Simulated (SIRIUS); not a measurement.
**KBr under changes of volume**

One of the cells (36.656 Å³/atom); the others are scaled copies at fixed shape and fractional positions:

```
Br K
1.0
     0.00000    3.32185    3.32185
     3.32185    0.00000    3.32185
     3.32185    3.32185    0.00000
Br K
1 1
Direct
  0.50000 0.50000 0.50000
  0.00000 0.00000 0.00000
```

```yaml
Program: SIRIUS 7.10.0
Functional: PBE
Potentials_or_basis: PseudoDojo 0.4.1 PBE standard (scalar relativistic)
Cutoff: 1030 eV
Density_cutoff: 4119 eV
k_mesh: 7 × 7 × 7
Occupations: fermi-dirac, width 0.05 eV
Spin: no spin polarisation
```

```csv
volume (Å³/atom),energy over the lowest point (meV/atom),pressure (GPa),gap on the mesh (eV)
33.781,20.63,1.9,4.61
34.500,?,?,?
35.218,7.48,1.1,4.49
36.656,1.09,0.4,4.38
37.374,0.00,0.1,4.33
38.093,0.11,-0.2,4.28
```

What does the run at 34.500 Å³/atom give?

Energy over the lowest point 13.11 meV/atom; pressure 1.5 GPa; gap on the mesh 4.55 eV.

Worked out: A Birch-Murnaghan fit of order 3 (a polynomial in V^(-2/3)) to the other rows has its minimum at 37.66 Å³/atom with B0 = V·E''(V) = 13.4 GPa and B' = 4.8. It gives 13.11 meV/atom at 34.500 Å³/atom, against the run's 13.11, and -dE/dV = 1.5 GPa, against 1.5. A straight line through the other rows of the gap, of slope -2.75 eV per unit of ln V, gives 4.55 eV, against the run's 4.55.

Energies are extrapolated to zero smearing.

Caveats: an odd mesh through Γ misses points on the zone boundary, where band edges often lie. Spin-orbit coupling on Br is left out.
